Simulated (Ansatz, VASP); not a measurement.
**In: VASP beside Ansatz**

```
CELL_PARAMETERS angstrom
-1.60594 1.60594 2.44204
1.60594 -1.60594 2.44204
1.60594 1.60594 -2.44204
ATOMIC_POSITIONS crystal
In 0.00000 0.00000 0.00000
```

Alike in both runs: task single point; functional r2SCAN; k mesh 15 × 15 × 15; no spin polarisation.

|  | VASP | Ansatz |
| --- | --- | --- |
| version | VASP 6.6.1 | Ansatz 0.2.0 |
| potentials or method | VASP PAW PBE potentials, release 64 (In_d) | PAW plane waves |
| plane-wave cutoff (eV) | 520 | 500 |
| occupations | fermi-dirac, width 0.1 eV | fermi-dirac |
| valence electrons in the cell | 13 | 13 |

|  | VASP | Ansatz | Ansatz less VASP |
| --- | --- | --- | --- |
| pressure (GPa) | 2.0 | 2.0 | -0.04 |
| largest component of the traceless stress (GPa) | 0.28 | 0.28 | +0.002 |

Caveats: the PAW data sets were made with another functional, which shifts forces and pressure a little (VASP).
